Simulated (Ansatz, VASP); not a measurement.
One calculation of Ti2H, two programs

```xyz
6
Lattice="4.2849 0.0000 0.0000 0.0000 4.2849 0.0000 0.0000 0.0000 4.2849" Properties=species:S:1:pos:R:3 pbc="T T T"
Ti    1.0712    3.2136    1.0712
Ti    3.2136    1.0712    1.0712
Ti    1.0712    1.0712    3.2136
Ti    3.2136    3.2136    3.2136
H     0.0000    0.0000    0.0000
H     2.1424    2.1424    2.1424
```

The cell comes from a database or a generator and needn't be the stable form of this composition.

Alike in both runs: task single point; functional PBEsol; k mesh 6 × 6 × 6; occupations fermi-dirac, width 0.1 eV; no spin polarisation.

|  | VASP | Ansatz |
| --- | --- | --- |
| version | VASP 6.6.1 | Ansatz 0.2.0 |
| potentials or method | VASP PAW PBE potentials, release 64 (Ti_sv, H) | plane waves, PAW |
| plane-wave cutoff (eV) | 520 | 463 |
| valence electrons in the cell | 50 | 50 |

|  | VASP | Ansatz | Ansatz less VASP |
| --- | --- | --- | --- |
| pressure (GPa) | -7.6 | -7.6 | +0.02 |

Caveats: the PAW data sets were made with another functional, which shifts forces and pressure a little (VASP).
